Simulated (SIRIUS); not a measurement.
MnO under changes of volume

One of the cells (10.999 Å³/atom); the others are scaled copies at fixed shape and fractional positions:

```xyz
2
Lattice="0.0000 2.2239 2.2239 2.2239 0.0000 2.2239 2.2239 2.2239 0.0000" Properties=species:S:1:pos:R:3 pbc="T T T"
Mn    0.0000    0.0000    0.0000
O     2.2239    2.2239    2.2239
```

The cell is a database's computed one.

- Program: SIRIUS 7.12.0
- Functional: LDA
- Potentials or basis: all-electron FP-LAPW
- Cutoff: 276 eV
- Basis: apw+lo standard
- k mesh: 10 × 10 × 10
- Occupations: fermi-dirac, width 0.05 eV
- Spin: collinear spin, ferromagnetic start
- Starting moments: [4.0, 0.0] μB

```csv
volume (Å³/atom),energy over the lowest point (meV/atom),moment (μB per cell)
10.339,0.00,4.35
10.559,19.34,4.44
10.779,40.07,4.52
10.999,62.50,4.59
11.219,86.70,4.66
11.439,112.07,4.73
11.659,?,?
```

Task: What does the run at 11.659 Å³/atom give?

Result: Energy over the lowest point 138.27 meV/atom; moment 4.78 μB per cell.

Worked out: A Birch-Murnaghan fit of order 3 (a polynomial in V^(-2/3)) to the other rows has no minimum within the range. It gives 139.07 meV/atom at 11.659 Å³/atom, against the run's 138.27. A parabola through the other rows of the moment, of slope 0.262 μB per Å³/atom there, extrapolates to 4.79 μB, against the run's 4.78.

Energies are extrapolated to zero smearing.

Caveats: a cell with one magnetic atom can't hold antiferromagnetic order, which such compounds often take.
